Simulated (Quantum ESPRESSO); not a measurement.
A run of Quantum ESPRESSO 7.5:

File pw.in:

```
&CONTROL
  calculation = 'scf'
  prefix = 'pwscf'
  outdir = './tmp'
  pseudo_dir = './pseudo'
  tprnfor = .true.
  tstress = .true.
  disk_io = 'low'
/
&SYSTEM
  ibrav = 0
  A = 2.7090675
  nat = 1
  ntyp = 1
  ecutwfc = 68
  nbnd = 15
  input_dft = 'pbesol'
  occupations = 'smearing'
  smearing = 'mv'
  degauss = 0.01469973
/
&ELECTRONS
  conv_thr = 2d-10
  electron_maxstep = 120
  mixing_beta = 0.5
/
ATOMIC_SPECIES
Ir   192.2170 Ir.upf
CELL_PARAMETERS alat
   0.0000000000    0.7071067812    0.7071067812
   0.7071067812    0.0000000000    0.7071067812
   0.7071067812    0.7071067812    0.0000000000
ATOMIC_POSITIONS alat
Ir     0.0000000000    0.0000000000    0.0000000000
K_POINTS automatic
10 10 10 0 0 0
```

relax.in

```
&CONTROL
  calculation = 'vc-relax'
  prefix = 'pwscf'
  outdir = './tmp'
  pseudo_dir = './pseudo'
  tprnfor = .true.
  tstress = .true.
  disk_io = 'low'
  nstep = 40
  forc_conv_thr = 0.0001
  etot_conv_thr = 1d-06
/
&SYSTEM
  ibrav = 0
  A = 2.7090675
  nat = 1
  ntyp = 1
  ecutwfc = 68
  nbnd = 15
  input_dft = 'pbesol'
  occupations = 'smearing'
  smearing = 'mv'
  degauss = 0.01469973
/
&ELECTRONS
  conv_thr = 2d-10
  electron_maxstep = 120
  mixing_beta = 0.5
/
&IONS
  ion_dynamics = 'bfgs'
/
&CELL
  cell_dynamics = 'bfgs'
  press = 0
  press_conv_thr = 0.2
/
ATOMIC_SPECIES
Ir   192.2170 Ir.upf
CELL_PARAMETERS alat
   0.0000000000    0.7071067812    0.7071067812
   0.7071067812    0.0000000000    0.7071067812
   0.7071067812    0.7071067812    0.0000000000
ATOMIC_POSITIONS alat
Ir     0.0000000000    0.0000000000    0.0000000000
K_POINTS automatic
10 10 10 0 0 0
```

Contents of scf2.in:

```
&CONTROL
  calculation = 'scf'
  prefix = 'pwscf'
  outdir = './tmp'
  pseudo_dir = './pseudo'
  tprnfor = .true.
  tstress = .true.
  disk_io = 'low'
/
&SYSTEM
  ibrav = 0
  A = 2.70833618
  nat = 1
  ntyp = 1
  ecutwfc = 68
  nbnd = 15
  input_dft = 'pbesol'
  occupations = 'smearing'
  smearing = 'mv'
  degauss = 0.01469973
/
&ELECTRONS
  conv_thr = 1d-13
  electron_maxstep = 120
  mixing_beta = 0.5
  startingpot = 'file'
  startingwfc = 'file'
/
ATOMIC_SPECIES
Ir   192.2170 Ir.upf
CELL_PARAMETERS alat
   0.0000000000    0.7071067810    0.7071067810
   0.7071067810    0.0000000000    0.7071067810
   0.7071067810    0.7071067810    0.0000000000
ATOMIC_POSITIONS alat
Ir     0.0000000000    0.0000000000    0.0000000000
K_POINTS automatic
10 10 10 0 0 0
```

The input ph.in:

```
phonon_bands of Ir
&INPUTPH
  prefix = 'pwscf'
  outdir = './tmp'
  tr2_ph = 1d-18
  fildyn = 'dyn'
  niter_ph = 90
  alpha_mix(1) = 0.4
  ldisp = .true.
  nq1 = 2
  nq2 = 2
  nq3 = 2
/
```

The input q2r.in:

```
&INPUT
  fildyn = 'dyn'
  zasr = 'crystal'
  flfrc = 'fc'
/
```

The input matdyn.in:

```
&INPUT
  asr = 'crystal'
  flfrc = 'fc'
  flfrq = 'freq'
  q_in_cryst_coord = .true.
  flvec = ' '
/
80
 0.0000000000  0.0000000000  0.0000000000
 0.0454545455  0.0000000000  0.0454545455
 0.0909090909  0.0000000000  0.0909090909
 0.1363636364  0.0000000000  0.1363636364
 0.1818181818  0.0000000000  0.1818181818
 0.2272727273  0.0000000000  0.2272727273
 0.2727272727  0.0000000000  0.2727272727
 0.3181818182  0.0000000000  0.3181818182
 0.3636363636  0.0000000000  0.3636363636
 0.4090909091  0.0000000000  0.4090909091
 0.4545454545  0.0000000000  0.4545454545
 0.5000000000  0.0000000000  0.5000000000
 0.5000000000  0.0500000000  0.5500000000
 0.5000000000  0.1000000000  0.6000000000
 0.5000000000  0.1500000000  0.6500000000
 0.5000000000  0.2000000000  0.7000000000
 0.5000000000  0.2500000000  0.7500000000
 0.4687500000  0.2812500000  0.7500000000
 0.4375000000  0.3125000000  0.7500000000
 0.4062500000  0.3437500000  0.7500000000
 0.3750000000  0.3750000000  0.7500000000
 0.3461538462  0.3461538462  0.6923076923
 0.3173076923  0.3173076923  0.6346153846
 0.2884615385  0.2884615385  0.5769230769
 0.2596153846  0.2596153846  0.5192307692
 0.2307692308  0.2307692308  0.4615384615
 0.2019230769  0.2019230769  0.4038461538
 0.1730769231  0.1730769231  0.3461538462
 0.1442307692  0.1442307692  0.2884615385
 0.1153846154  0.1153846154  0.2307692308
 0.0865384615  0.0865384615  0.1730769231
 0.0576923077  0.0576923077  0.1153846154
 0.0288461538  0.0288461538  0.0576923077
 0.0000000000  0.0000000000  0.0000000000
 0.0454545455  0.0454545455  0.0454545455
 0.0909090909  0.0909090909  0.0909090909
 0.1363636364  0.1363636364  0.1363636364
 0.1818181818  0.1818181818  0.1818181818
 0.2272727273  0.2272727273  0.2272727273
 0.2727272727  0.2727272727  0.2727272727
 0.3181818182  0.3181818182  0.3181818182
 0.3636363636  0.3636363636  0.3636363636
 0.4090909091  0.4090909091  0.4090909091
 0.4545454545  0.4545454545  0.4545454545
 0.5000000000  0.5000000000  0.5000000000
 0.5178571429  0.4642857143  0.5178571429
 0.5357142857  0.4285714286  0.5357142857
 0.5535714286  0.3928571429  0.5535714286
 0.5714285714  0.3571428571  0.5714285714
 0.5892857143  0.3214285714  0.5892857143
 0.6071428571  0.2857142857  0.6071428571
 0.6250000000  0.2500000000  0.6250000000
 0.5937500000  0.2500000000  0.6562500000
 0.5625000000  0.2500000000  0.6875000000
 0.5312500000  0.2500000000  0.7187500000
 0.5000000000  0.2500000000  0.7500000000
 0.5000000000  0.2750000000  0.7250000000
 0.5000000000  0.3000000000  0.7000000000
 0.5000000000  0.3250000000  0.6750000000
 0.5000000000  0.3500000000  0.6500000000
 0.5000000000  0.3750000000  0.6250000000
 0.5000000000  0.4000000000  0.6000000000
 0.5000000000  0.4250000000  0.5750000000
 0.5000000000  0.4500000000  0.5500000000
 0.5000000000  0.4750000000  0.5250000000
 0.5000000000  0.5000000000  0.5000000000
 0.4861111111  0.4861111111  0.5277777778
 0.4722222222  0.4722222222  0.5555555556
 0.4583333333  0.4583333333  0.5833333333
 0.4444444444  0.4444444444  0.6111111111
 0.4305555556  0.4305555556  0.6388888889
 0.4166666667  0.4166666667  0.6666666667
 0.4027777778  0.4027777778  0.6944444444
 0.3888888889  0.3888888889  0.7222222222
 0.3750000000  0.3750000000  0.7500000000
 0.6250000000  0.2500000000  0.6250000000
 0.5937500000  0.1875000000  0.5937500000
 0.5625000000  0.1250000000  0.5625000000
 0.5312500000  0.0625000000  0.5312500000
 0.5000000000  0.0000000000  0.5000000000
```

The input matdyn_dos.in:

```
&INPUT
  asr = 'crystal'
  flfrc = 'fc'
  dos = .true.
  fldos = 'phdos'
  nk1 = 15
  nk2 = 15
  nk3 = 15
  deltaE = 1
  flvec = ' '
  flfrq = ' '
/
```

matdyn_mesh.in

```
&INPUT
  asr = 'crystal'
  flfrc = 'fc'
  flfrq = 'mesh'
  q_in_cryst_coord = .true.
  flvec = ' '
/
1000
 0.05000000  0.05000000  0.05000000
 0.05000000  0.05000000  0.15000000
 0.05000000  0.05000000  0.25000000
[... 997 further points of the even 10 x 10 x 10 mesh, shifted by half a step ...]
```

Potentials or basis: PseudoDojo 0.4.1 SR PBE standard.

Run with:

```bash
$ OMP_NUM_THREADS=1 pw.x -in pw.in > pw.out
$ OMP_NUM_THREADS=1 pw.x -in relax.in > relax.out
$ OMP_NUM_THREADS=1 pw.x -in scf2.in > scf2.out
$ OMP_NUM_THREADS=1 ph.x -in ph.in > ph.out
$ OMP_NUM_THREADS=1 q2r.x -in q2r.in > q2r.out
$ OMP_NUM_THREADS=1 matdyn.x -in matdyn.in > matdyn.out
$ OMP_NUM_THREADS=1 matdyn.x -in matdyn_dos.in > matdyn_dos.out
$ OMP_NUM_THREADS=1 matdyn.x -in matdyn_mesh.in > matdyn_mesh.out
```

Hardware: 1 thread of Arm Neoverse V2, on a shared host.

**Question.** How long does it take, and how much memory?

**Answer.** It took 8.5 min on 1 thread of Arm Neoverse V2 (shared host), peak memory 0.09 GiB. Counts: scf iterations 33, k pools 1, bands 15, ion steps 3, k points 47, g dense 7239.
